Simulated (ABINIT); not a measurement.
Runs of ABINIT 10.8.3 (patched build) on TePt. Symmetry: F-43m, No. 216, cubic system. Conventional cell: a = 6.490 Å, b = 6.490 Å, c = 6.490 Å, α = 90.00°, β = 90.00°, γ = 90.00°. Around Pt (site symmetry -43m) lie 4 Te at 2.81 Å. Te (site symmetry -43m) has 4 Pt at 2.81 Å as nearest neighbours. Measurements of this composition are mostly on another form, of space group No. 166.

```tsv
share of exact exchange	gap on the mesh (eV)	pressure (GPa)
0.15	none	-12.4
0.35	none	-14.6
0.05	none	-11.2
0.5	none	(a)
0.25	none	(b)
```

Alike in all rows: task single point; level PBE0; potentials or basis SG15 NC PBE v1.2; no spin polarisation; cell as given; k mesh 3 × 3 × 3; cutoff (eV) 707; smearing fermi-dirac 0.05 eV; the mesh is coarse, so values aren't converged.

Problem. Estimate the missing entries.

Solution. (a) -16.2; (b) -13.5.

Caveats: all runs use coarse meshes; exact exchange is summed on a coarse mesh, which widens gaps by tenths of an eV; the potentials were made for another functional, which shifts forces and pressure.

A k mesh can miss the band edges, and the runs leave out spin-orbit coupling on Pt, Te.

A gap of «none» marks a metal or a gap under the smearing width.
